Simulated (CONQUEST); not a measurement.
Ca:

```xyz
2
Lattice="4.3922 0.0000 0.0000 0.0000 4.4104 0.0000 0.0000 0.0000 4.4104" Properties=species:S:1:pos:R:3 pbc="T T T"
Ca    0.0000    2.2052    2.2052
Ca    2.1961    0.0000    0.0000
```

This isn't the form of Ca at room conditions, which is fcc.

Base run:

```yaml
Program: CONQUEST 1.3
Functional: PW91
Potentials_or_basis: PseudoDojo NC PBEsol, DZP, grid cutoff 100 Ha
k_mesh: 5 × 5 × 5
Occupations: fermi-dirac, width 0.027 eV
Spin: no spin polarisation
```

Its results: band gap on the k mesh none (metal or under the smearing width); pressure 0.1 GPa.

**Question.** The run is repeated on the same cell with these changes: functional from PW91 to LDA-PZ; potentials or basis from PseudoDojo NC PBEsol, DZP, grid cutoff 100 Ha to PseudoDojo NC LDA, DZP, grid cutoff 120 Ha. What comes out?

**Answer.** Band gap on the k mesh none (metal or under the smearing width); pressure -1.5 GPa.

Caveats: the basis of atomic orbitals isn't converged, which shifts pressures, moduli and gaps; the potentials were made for another functional, which shifts forces and pressure (some runs).
